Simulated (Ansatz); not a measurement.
# MgO (P-6m2) in Ansatz: reference runs

Aim: a first look at MgO with PBE, on the cell as given.

Program: Ansatz 0.2.0. These are calculated values, not measurements. Logs are shortened: lines on timing, memory, paths and dates and some standing lists are left out, and cuts for length are marked.

**1. The crystal as given**

The structure is hexagonal, space group P-6m2 (No. 187). Conventional cell: a = 2.938 Å, b = 2.938 Å, c = 2.680 Å, α = 90.00°, β = 90.00°, γ = 120.00°. Mg (site symmetry -6m2) is surrounded by 6 O at 2.16 Å. O (site symmetry -6m2) has 6 Mg at 2.16 Å as nearest neighbours.

Measurements of this composition are mostly on another form, of space group No. 225.

**2. Single point, PBE**

input.yaml

```yaml
crystal:
  lattice:
    - [2.9380209034, 0.0, 0.0]
    - [-1.4690104517, 2.5444007392, 0.0]
    - [0.0, 0.0, 2.67968]
  atoms:
    - { symbol: Mg, position: [0.0, 0.0, 0.0] }
    - { symbol: O, position: [0.3333333333, 0.6666666667, 0.5] }
kpoints:
  mp_grid: { grid: [10, 10, 10] }
scf:
  occupations: { method: fermi_dirac, width: 0.05 }
hamiltonian:
  xc: pbe
  pseudopotentials: { kind: all_electron, lapw: { basis_error: 0.001 } }
output:
  forces: true
  stress: true
  eigenvalues: true
  populations: true
```

Potentials or basis: all-electron LAPW, scalar-relativistic.

Command:

```console
$ ansatz run input.yaml --threads 1 --pin off --max-ram 3072MiB --backend cpu --events-out ev --progress --plain --runs-dir out
```

Standard output:

```text
Warning: RAYON_NUM_THREADS=1 ignored (pool sized by the plan → 1); use --threads N
Mg: projections on atomic orbitals take those of the free atom 1s2 2s2 2p6 3s2, of charge +0.00 (hamiltonian.pseudopotentials.projection_atoms)
O: projections on atomic orbitals take those of the free atom 1s2 2s2 2p4, of charge +0.00 (hamiltonian.pseudopotentials.projection_atoms)
LAPW: plane waves up to 8.804 Å⁻¹, error target 1.0e-3 eV per atom; small_component_spin mean_spin; O in spheres of 1.064 Å, 6 of its electrons in bands, Dirac shells []; Mg in spheres of 1.097 Å, 10 of its electrons in bands, Dirac shells [] (how accurate: hamiltonian.pseudopotentials.lapw.basis_error, Limitations)
Engine: ansatz 0.2.0, x86_64-unknown-linux-gnu
Pseudopotentials: kind: all_electron
Pseudopotential: Mg, LAPW, valence charge 10, lapw/all_electron/scalar/gaussian/Mg, Koelling and Harmon's equation, gaussian nucleus
Pseudopotential: O, LAPW, valence charge 6, lapw/all_electron/scalar/gaussian/O, Koelling and Harmon's equation, gaussian nucleus
Functional definition: PBE
  parameter kappa = 0.804
  parameter beta = 0.06672455060314922
  exchange = pbe_x(kappa = kappa, mu = beta*pi^2/3)
  correlation = pbe_c(beta = beta)
Crystal: 2 atoms, lattice volume = 20.032 Å³
Basis set: ecut = 295.31773481859426 eV, 229 PW (Γ), exchange–correlation at level 2
Bands: 12, of which v1, the nominal top of the filled ones, is band 8 counted from 1 (7 counted from 0)
Symmetry: 12 space group operations
Space group: P-6m2 (ITA 187), of the structure as read, at distance tolerance 2.7e-5 Å
k-points: 84 of 1000 (time reversal used)
Non-local potential: Mg, projectors of the file, none
Non-local potential: O, projectors of the file, none
Initial density: superposition of atomic densities (chi_scale 0.1, normalization cell, long waves kept (reshape's long-wave potential 0.00 eV rms))
Initial wavefunctions: plane waves of lowest kinetic energy (no species holds an atomic orbital)
Functional: x = pbe(κ = 0.804, μ = 0.2195149727645171), c = pbe(β = 0.06672455060314922)
iter 1 solved again at ethr=1.62e-2 eV; its pass at ethr=1.00e-1 eV (dr2=2.59e0 eV) is discarded
SCF iter   1: F=—  HF=-7503.734983 eV  |F-HF|=—  |Δ(HF+E_count)|=         —  Δρ=1.03e-1  dr2=2.59e0  ethr=1.62e-2  ⟨swp⟩=2.0  Hψ=6960  notcnv=0
preconditioner: auto → none  [insulator: Δε(μ)=5.418 eV  Ē_g=19.599 eV  σ=0.050 eV  W_gap=1.00  n_scr=8 (ndim 8)  ℏωp=23.5 eV  f_vac=0.000  D(μ)=0.00/eV (n_scr^D=0)  ε∞_Penn≈2.4]
iter 2 solved again at ethr=4.13e-4 eV; its pass at ethr=1.62e-2 eV (dr2=6.60e-2 eV) is discarded
SCF iter   2: F=—  HF=-7502.387960 eV  |F-HF|=—  |Δ(HF+E_count)|=    1.35e0  Δρ=2.30e-2  dr2=6.58e-2  ethr=4.13e-4  ⟨swp⟩=2.6  Hψ=5521  notcnv=0
SCF iter   3: F=—  HF=-7501.997612 eV  |F-HF|=—  |Δ(HF+E_count)|=   3.90e-1  Δρ=1.63e-2  dr2=6.99e-2  ethr=4.11e-4  ⟨swp⟩=3.0  Hψ=3436  notcnv=0
SCF iter   4: F=—  HF=-7501.988055 eV  |F-HF|=—  |Δ(HF+E_count)|=         —  Δρ=1.00e-3  dr2=1.91e-4  ethr=4.11e-4  ⟨swp⟩=2.0  Hψ=3024  notcnv=0
the basis was enlarged: its passes take 436.8 KiB over the memory plan, 1 of 1 planned eigensolver slots
SCF iter   5: F=—  HF=-7501.987927 eV  |F-HF|=—  |Δ(HF+E_count)|=   1.27e-4  Δρ=1.27e-4  dr2=1.48e-6  ethr=1.20e-6  ⟨swp⟩=2.3  Hψ=2731  notcnv=0
SCF iter   6: F=—  HF=-7501.987928 eV  |F-HF|=—  |Δ(HF+E_count)|=   1.08e-6  Δρ=3.10e-5  dr2=1.67e-7  ethr=9.24e-9  ⟨swp⟩=3.0  Hψ=3016  notcnv=0
SCF iter   7: F=-7501.987928 eV  HF=-7501.987928 eV  |F-HF|=3.86e-9  |Δ(HF+E_count)|=   4.29e-7  Δρ=6.26e-6  dr2=5.43e-9  ethr=1.04e-9  ⟨swp⟩=2.9  Hψ=2776  notcnv=0
SCF 1 converged in 7 iterations: F = -7501.987928 eV  dr2 = 5.43e-9
SCF converged after 7 iterations
Free energy (F): -7501.987928 eV
Harris-Foulkes:  -7501.987928 eV  (|F-HF|=3.86e-9)
Internal energy: -7501.987928 eV  (E = F + TS)
E sigma→0 (E₀):  -7501.987928 eV
Fermi energy:    9.241717 eV
--- Per-component energies (eV) ---
  E_band       = -310.633097
  E_kinetic    = 7505.715076
  E_xc         = -683.236444
  E_electrostatic = -14324.466560  (all electrons and nuclei)
  E_smearing   = -0.000000  (= −TS)
  E_closure    = 0.000000  (closes the sum)
  E_atoms      = -7490.792933  (free atoms, spherical and without spin; not in F)
  Σ components = -7501.987928   (vs F -7501.987928, Δ=0.00e0)
  Basis errors (estimates in eV, not in F): energy 3.6e-4 per atom: plane waves 3.2e-4 (1.8e-4 summed), levels above the bands 1.7e-120, relativity 1.2e-7, radial functions 4.1e-5, core shells 1.6e-6; eigenvalues (radial functions only) 1.2e-5; not estimated: angular momenta, meshes, grids; target (lapw.basis_error) 1.0e-3; muffin-tin radii O 1.064 Å, Mg 1.097 Å
--- Forces (eV/Å), atoms counted from 1 ---
  atom   1  Mg     0.00000000    -0.00000000    -0.00000000
  atom   2  O      0.00000000     0.00000000    -0.00000000
  max |Σ_I F_I| component: 5.44e-17 eV/Å
--- Stress (GPa, compression-positive) ---
        0.012332       0.000000       0.000000
        0.000000       0.012332       0.000000
        0.000000       0.000000       0.095543
  P = ⅓ Tr σ = 0.0401 GPa (0.401 kbar)
--- Band table (eV; the first three rows and the last of 84) ---
  k-point 0: bands = ["-65.7076", "-32.4466", "-32.4466", "-32.3892", "-9.7643", "7.0559", "7.0559", "7.2580", "10.6678", "19.5355", "23.2357", "23.2357"]
  k-point 1: bands = ["-65.7066", "-32.4456", "-32.4456", "-32.4004", "-9.6737", "6.5019", "7.1012", "7.1012", "11.2617", "19.6251", "23.3645", "23.3645"]
  k-point 2: bands = ["-65.7039", "-32.4429", "-32.4429", "-32.4297", "-9.4247", "5.0598", "7.2226", "7.2226", "12.3673", "19.5602", "23.7424", "23.7424"]
  k-point 83: bands = ["-65.6896", "-32.4872", "-32.4849", "-32.4724", "-7.9007", "4.1304", "4.9395", "5.5218", "13.9983", "18.3861", "21.0017", "22.2662"]
--- Löwdin populations: 2 sites ---
  site symbol       q [e]
     0     Mg     10.4879
     1      O      9.3450
  spilling = 0.008354 (of n_electrons = 20.000000)
```

Wall time 12 s (1 thread of Intel Xeon at 2.70GHz, shared host); peak memory 0.3 GiB.

What came out:

| Item | Value |
| --- | --- |
| Free energy | -7501.9879 eV |
| Pressure | 0.0 GPa |
| Band gap on the k mesh | 3.02 eV, indirect (least direct gap 3.41 eV) |
| Loewdin charges | Mg +1.51; O -1.34 e |

Stress tensor (GPa, compression positive):
```
0.01 0.00 0.00
0.00 0.01 0.00
0.00 0.00 0.10
```

Caveat: the atomic charges don't sum to the cell's charge.
